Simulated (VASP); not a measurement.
VASP ran on this input.

### KPOINTS
```
Automatic mesh
0
Gamma
6 6 6
0 0 0
```

**INCAR**
```
SYSTEM = NaBr
PREC = Accurate
ENCUT = 400
EDIFF = 1E-6
NELM = 100
ALGO = Normal
LREAL = .FALSE.
LASPH = .TRUE.
ISMEAR = 0
SIGMA = 0.05
GGA = PE
LMAXMIX = 4
LWAVE = .FALSE.
LCHARG = .FALSE.
ISIF = 2
IBRION = 2
NSW = 0
EDIFFG = -0.01
```

POSCAR:
```
NaBr
1
    0.0000000000     2.9850000000     2.9850000000
    2.9850000000     0.0000000000     2.9850000000
    2.9850000000     2.9850000000     0.0000000000
Na Br
1 1
Direct
 -0.0117252931   0.0117252931   0.0284757119
  0.5000000000   0.5000000000   0.5000000000
```

POTCAR, in this order: Na_pv Br (PBE.64 set). Program: vasp_std.

Problem. What happens when VASP runs on this input?

Solution. There is a fault: NSW = 0, so the ions never move. The run ends without an error. Against the sound run, the energy per atom (σ→0) rises by 0.005 eV/atom; the pressure goes up by 0.16 GPa; the largest force rises by 0.156 eV/Å; the band gap is nearly the same.

**standard output**
```
 POSCAR found type information on POSCAR NaBr
 POSCAR found :  2 types and       2 ions
 Reading from existing POTCAR
 Reading from existing POTCAR
 LDA part: xc-table for (Slater+PW92), standard interpolation
 POSCAR, INCAR and KPOINTS ok, starting setup
 WAVECAR not read
 entering main loop
       N       E                     dE             d eps       ncg     rms          rms(c)
DAV:   1     0.748422564506E+02    0.74842E+02   -0.57240E+03  1496   0.110E+03
DAV:   2     0.640294156555E+00   -0.74202E+02   -0.69321E+02  1650   0.234E+02
DAV:   3    -0.609677394119E+01   -0.67371E+01   -0.66976E+01  1799   0.695E+01
DAV:   4    -0.622869646231E+01   -0.13192E+00   -0.13184E+00  1652   0.109E+01
DAV:   5    -0.623066974791E+01   -0.19733E-02   -0.19732E-02  1844   0.131E+00    0.167E+00
DAV:   6    -0.611356616382E+01    0.11710E+00   -0.19276E-01  1727   0.287E+00    0.104E+00
DAV:   7    -0.610198699187E+01    0.11579E-01   -0.88625E-02  1761   0.189E+00    0.570E-01
DAV:   8    -0.610580909487E+01   -0.38221E-02   -0.63869E-03  1580   0.801E-01    0.108E-01
DAV:   9    -0.610578842813E+01    0.20667E-04   -0.10558E-04  1763   0.109E-01    0.565E-02
DAV:  10    -0.610584956762E+01   -0.61139E-04   -0.11013E-04  1571   0.102E-01    0.122E-02
DAV:  11    -0.610584935598E+01    0.21163E-06   -0.70413E-06  1751   0.305E-02
   1 F= -.61058494E+01 E0= -.61058494E+01  d E =-.207848E-12
```

File OUTCAR:
```
------------------------ aborting loop because EDIFF is reached ----------------------------------------
  FORCE on cell =-STRESS in cart. coord.  units (eV):
  Direction    XX          YY          ZZ          XY          YZ          ZX
  --------------------------------------------------------------------------------------
  Total        0.3167284      0.1989757      0.1747022     -0.0124176      0.0000000      0.0000000
  in kB        9.5396968      5.9930449      5.2619410     -0.3740131      0.0000000      0.0000000
  external PRESSURE =       6.9315609 kB  Pullay stress =       0.0000000 kB
  volume of cell :       53.19
      direct lattice vectors                 reciprocal lattice vectors
     0.000000000  2.985000000  2.985000000    -0.167504188  0.167504188  0.167504188
     2.985000000  0.000000000  2.985000000     0.167504188 -0.167504188  0.167504188
     2.985000000  2.985000000  0.000000000     0.167504188  0.167504188 -0.167504188
 POSITION                                       TOTAL-FORCE (eV/Angst)
 -----------------------------------------------------------------------------------
      0.12000      3.03500      2.98500        -0.149123     -0.057527      0.000000
      2.98500      2.98500      2.98500         0.149123      0.057527      0.000000
 -----------------------------------------------------------------------------------
    total drift:                               -0.000306      0.000231     -0.000003
  FREE ENERGIE OF THE ION-ELECTRON SYSTEM (eV)
  ---------------------------------------------------
  free  energy   TOTEN  =        -6.1058493560 eV

  energy  without entropy=       -6.1058493560  energy(sigma->0) =       -6.10584936
```
(Selected blocks of OUTCAR.)

To mend it, set NSW = 40.

The mended run (PBE GGA, plane waves, VASP's PBE PAW potentials (set 64)) converges, and its OSZICAR ends with
```
   5 F= -.61159929E+01 E0= -.61159929E+01  d E =-.101436E-01
```

The compound is NaBr in the rock salt structure. The cell was not relaxed at this level, atoms are displaced from their ideal sites.
